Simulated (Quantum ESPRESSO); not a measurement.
The system is SnO.

```
CELL_PARAMETERS angstrom
3.81370 0.00000 0.00000
0.00000 3.81370 0.00000
0.00000 0.00000 4.88691
ATOMIC_POSITIONS crystal
Sn 0.50000 0.00000 0.76463
Sn 0.00000 0.50000 0.23537
O 0.00000 0.00000 0.00000
O 0.50000 0.50000 0.00000
```

The cell is a database's computed one.

```yaml
Program: Quantum ESPRESSO 7.5
Task: Wannier functions
Functional: PBE
Potentials_or_basis: GBRV 1.5 PBE
Cutoff: 925 eV
Density_cutoff: 7401 eV
k_mesh: 7 × 7 × 6
Occupations: fermi-dirac, width 0.05 eV
Spin: no spin polarisation
Iterations: 0
Mixing_beta: 0.5
Most_SCF_iterations: 120
SCF_threshold: 8e-10 Ry
k_mesh_for_the_Wannier_functions: 3 × 3 × 2
Projections: Sn sp, O sp
```

Start: atomic projections with disentanglement, frozen window up to 3.2 eV over the reference level; the lowest 10 bands are left out; no minimisation of the spread. The reference level is the Fermi level, or the middle of the gap.

Q: With atomic projections with disentanglement, how many functions result, how localised are they, and how well do they interpolate the bands?

A: 16 functions with spreads from 0.65 to 2.16 Å², 22.0 Å² in all; they miss the direct bands by 53 meV (root mean square).

Wannier functions:
| function | nearest atom | distance (Å) | spread (Å²) | on-site energy from the reference level (eV) |
| --- | --- | --- | --- | --- |
| 1 | 1 Sn | 0.04 | 1.60 | -3.51 |
| 2 | 1 Sn | 0.03 | 2.05 | 2.86 |
| 3 | 1 Sn | 0.29 | 2.16 | 3.22 |
| 4 | 1 Sn | 0.29 | 2.16 | 3.22 |
| 5 | 2 Sn | 0.04 | 1.60 | -3.51 |
| 6 | 2 Sn | 0.03 | 2.05 | 2.86 |
| 7 | 2 Sn | 0.29 | 2.16 | 3.22 |
| 8 | 2 Sn | 0.29 | 2.16 | 3.22 |
| 9 | 3 O | 0.00 | 1.05 | -18.38 |
| 10 | 3 O | 0.00 | 0.69 | -4.09 |
| 11 | 3 O | 0.01 | 0.65 | -4.14 |
| 12 | 3 O | 0.01 | 0.65 | -4.14 |
| 13 | 4 O | 0.00 | 1.05 | -18.38 |
| 14 | 4 O | 0.00 | 0.69 | -4.09 |
| 15 | 4 O | 0.01 | 0.65 | -4.14 |
| 16 | 4 O | 0.01 | 0.65 | -4.14 |

Parts of the spread (Å²): invariant 14.50, diagonal 0.018, off-diagonal 7.49, total 22.00. Against the direct bands the interpolation misses by 53 meV (root mean square) and 324 meV at most, for states up to 1 eV over the reference level.

Caveat: spin-orbit coupling is left out, which moves the levels of the heavy elements; the mesh misses the band edges, which the band path finds closer together.
